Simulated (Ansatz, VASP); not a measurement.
## BN: VASP beside Ansatz

```
CELL_PARAMETERS angstrom
0.00000 1.78307 1.78307
1.78307 0.00000 1.78307
1.78307 1.78307 0.00000
ATOMIC_POSITIONS crystal
B 0.00000 0.00000 0.00000
N 0.75000 0.75000 0.75000
```

Change from the starting cell: volume scaled by 0.96.

Alike in both runs: task single point; functional LDA; k mesh 11 × 11 × 11; occupations fermi-dirac, width 0.02 eV; no spin polarisation.

```csv
,VASP,Ansatz
version,VASP 6.6.1,Ansatz 0.2.0
potentials or method,"VASP PAW LDA potentials, release 64 (B, N), cutoff 520 eV","all-electron LAPW, scalar-relativistic"
```

|  | VASP | Ansatz | Ansatz less VASP |
| --- | --- | --- | --- |
| gap on the k mesh at the Fermi level (eV) | 4.50 | 4.51 | +0.010 |
| pressure (GPa) | 6.0 | 5.1 | -0.92 |

Ansatz ran all-electron here, so the differences hold the error of VASP's frozen core and of both bases.

Caveats: an odd mesh through Γ misses points on the zone boundary, where band edges often lie.
